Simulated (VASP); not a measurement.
# Cr (Im-3m) in VASP: further runs

The runs below take Cr through electrostatic potential, single point, with BLYP+D3(BJ), PBE, LDA.

Everything below comes from runs of VASP 6.6.1. Logs are shortened: lines on timing, memory, paths and dates and some standing lists are left out, and cuts for length are marked.

## (1) The crystal as given

The structure is cubic, space group Im-3m (No. 229). Conventional cell: a = 2.969 Å, b = 2.969 Å, c = 2.969 Å, α = 90.00°, β = 90.00°, γ = 90.00°. Cr (site symmetry m-3m) is surrounded by 8 Cr at 2.57 Å.

## (2) Electrostatic potential, BLYP+D3(BJ), collinear spin, ferromagnetic start (cell strained at random at fixed volume)

INCAR reads:

```
SYSTEM = Cr
AGGAC = 1.0
AGGAX = 1.0
ALDAC = 0.0
ALDAX = 1.0
ALGO = Normal
EDIFF = 1E-7
ENCUT = 400
GGA = B5
ISIF = 2
ISMEAR = 0
ISPIN = 2
IVDW = 12
LASPH = .True.
LCHARG = .True.
LMAXMIX = 4
LORBIT = 11
LREAL = .False.
LVHAR = .True.
LWAVE = .False.
MAGMOM = 3
NBANDS = 27
NELM = 150
PREC = Accurate
SIGMA = 0.05
VDW_A1 = 0.4298
VDW_A2 = 4.2359
VDW_S6 = 1.0
VDW_S8 = 2.6996
```

KPOINTS reads:

```
k-points
0
Monkhorst
  12 12 12
  0 0 0
```

POSCAR reads:

```
Cr
1.0
   -1.4806240000      1.4726660000      1.4227520000
    1.5490710000     -1.4964210000      1.5149530000
    1.4669230000      1.4827200000     -1.4465060000
Cr
1
Cartesian
   -0.0514308647     -0.0175004899      0.0355174334
```

Potentials or basis: VASP PAW PBE potentials, release 64 (Cr).

The run is started by

```bash
cat potpaw_PBE.64/Cr/POTCAR > POTCAR
mpirun -np 1 vasp_std > vasp.out
```

OUTCAR:

```text
SYSTEM = Cr
   EDIFF = 1E-7
   ENCUT = 400
   GGA = B5
   ISIF = 2
   ISMEAR = 0
   ISPIN = 2
   IVDW = 12
   LASPH = .True.
   LORBIT = 11
   LREAL = .False.
   NELM = 150
   PREC = Accurate
 IVDW          = 12

 ion  position               nearest neighbor table
   1  0.007  0.995  0.977-

  LATTYP: Found a triclinic cell.
 ALAT       =     6.6614626849
 B/A-ratio  =     0.6369468708
 C/A-ratio  =     0.3810345868
 COS(alpha) =     0.0084834327
 COS(beta)  =     0.2654080466
 COS(gamma) =     0.9489451657

  Lattice vectors:

 A1 = (   3.0433960000,  -5.9244730000,   0.1159550000)
 A2 = (   3.0296950000,  -2.9690870000,   0.0922010000)
 A3 = (  -1.4669230000,  -1.4827200000,   1.4465060000)

Analysis of symmetry for initial positions (statically):
=====================================================================
 Subroutine PRICEL returns:
 Original cell was already a primitive cell.

 Routine SETGRP: Setting up the symmetry group for a
 triclinic supercell.

 Subroutine GETGRP returns: Found  2 space group operations
 (whereof  1 operations were pure point group operations)
 out of a pool of  2 trial point group operations.

The static configuration has the point symmetry C_1 .
 The point group associated with its full space group is S_2 .

Analysis of symmetry for dynamics (positions and initial velocities):
=====================================================================
 Subroutine PRICEL returns:
 Original cell was already a primitive cell.

 Routine SETGRP: Setting up the symmetry group for a
 triclinic supercell.

 Subroutine GETGRP returns: Found  2 space group operations
 (whereof  1 operations were pure point group operations)
 out of a pool of  2 trial point group operations.

The dynamic configuration has the point symmetry C_1 .
 The point group associated with its full space group is S_2 .

Analysis of structural, dynamic, and magnetic symmetry:
=====================================================================
 Subroutine PRICEL returns:
 Original cell was already a primitive cell.

 Routine SETGRP: Setting up the symmetry group for a
[... 609 lines left out ...]
      7      27.1152      0.00000
      8      28.1899      0.00000
      9      29.4321      0.00000
     10      33.3787      0.00000
     11      34.5253      0.00000
     12      35.1862      0.00000
     13      37.1682      0.00000
     14      37.3040      0.00000
[... 403 lines left out ...]
      4       6.5184      1.00000
      5       7.4528      0.00000
      6       7.8865      0.00000
      7      25.9608      0.00000
      8      28.4804      0.00000
      9      29.0518      0.00000
     10      33.1519      0.00000
     11      33.9927      0.00000
     12      34.6929      0.00000
     13      37.4936      0.00000
     14      38.6777      0.00000
     15      40.8766      0.00000

 [... further k-points ...]

 [bands above 15 left out]

------------------------ aborting loop because EDIFF is reached ----------------------------------------

 total charge

# of ion       s       p       d       tot
------------------------------------------
    1        0.493   0.576   4.335   5.405

 magnetization (x)

# of ion       s       p       d       tot
------------------------------------------
    1       -0.000   0.000   0.000   0.000

 ---------------------------------------------------------------------------------------------

         DFTD3 V3.0 Rev 1
 DF unknown
 parameters
 k1-k3        =   16.0000    1.3333   -4.0000
 Edisp (eV)   -0.99769

 E6    (eV) :    -0.2588
 E8    (eV) :    -0.7389
 % E8        : 74.06

  FORCE on cell =-STRESS in cart. coord.  units (eV):
  Direction    XX          YY          ZZ          XY          YZ          ZX
  --------------------------------------------------------------------------------------
  -------------------------------------------------------------------------------------
  Total      -2.84671    -2.48911    -2.41193     0.02961     0.04904    -0.18084
  in kB    -348.57547  -304.78818  -295.33704     3.62519     6.00485   -22.14388
  external pressure =     -316.23 kB  Pullay stress =        0.00 kB

 VOLUME and BASIS-vectors are now :
 -----------------------------------------------------------------------------
  energy-cutoff  :      400.00
  volume of cell :       13.08
      direct lattice vectors                 reciprocal lattice vectors
    -1.480624000  1.472666000  1.422752000    -0.006241681  0.341095667  0.343305387
     1.549071000 -1.496421000  1.514953000     0.324029890  0.004177763  0.332885831
     1.466923000  1.482720000 -1.446506000     0.333223429  0.339869767 -0.005015663

  length of vectors
     2.526898461  2.633245026  2.538247682     0.483987398  0.464570554  0.475998392

 FORCES acting on ions
    electron-ion (+dipol)            ewald-force                    non-local-force                 convergence-correction
 -----------------------------------------------------------------------------------------------
   -.654E-05 -.828E-05 -.392E-05   0.984E-17 -.220E-15 -.234E-15   0.000E+00 0.000E+00 -.508E-20   -.165E-09 -.244E-09 -.742E-10
 -----------------------------------------------------------------------------------------------
   -.654E-05 -.828E-05 -.392E-05   0.984E-17 -.220E-15 -.234E-15   0.000E+00 0.000E+00 -.508E-20   -.165E-09 -.244E-09 -.742E-10

 POSITION                                       TOTAL-FORCE (eV/Angst)
 -----------------------------------------------------------------------------------
      2.96456     -0.03120      0.10396         0.000000      0.000000      0.000000
 -----------------------------------------------------------------------------------
    total drift:                               -0.000007     -0.000008     -0.000004

--------------------------------------------------------------------------------------------------------

  FREE ENERGIE OF THE ION-ELECTRON SYSTEM (eV)
  ---------------------------------------------------
  free  energy   TOTEN  =        -9.2050792548 eV

  energy  without entropy=       -9.2036867318  energy(sigma->0) =       -9.20438299

--------------------------------------------------------------------------------------------------------

--------------------------------------------------------------------------------------------------------

 total charge

# of ion       s       p       d       tot
------------------------------------------
    1        0.493   0.576   4.335   5.405

 magnetization (x)

# of ion       s       p       d       tot
------------------------------------------
    1       -0.000   0.000   0.000   0.000

=======================================================================
```

Wall time 7.2 min (1 thread of Intel Xeon Platinum 8375C at 2.90GHz (Ice Lake), shared host); peak memory 0.37 GiB.

The run converged, but some of its settings lie outside the range that counts as converged (typed here: ENCUT = 400; shifted = yes; NBANDS = 27), so its numbers aren't taken as properties of the crystal.

Results:

```yaml
Free_energy: -9.2051 eV
Pressure: -31.6 GPa
Net_moment: 0.00 μB per cell
Valence_electrons_inside_the_program's_atomic_spheres: Cr 5.41
Dispersion_energy_per_atom: -0.998 eV
```

Caveat: the starting moments collapsed, and a magnetic state may lie lower; the cell as given lies far from equilibrium; the potentials were made for another functional, which shifts forces and pressure; pairwise dispersion overbinds metals, which lowers pressure and volume.

(Continued in part 2 of 2.)
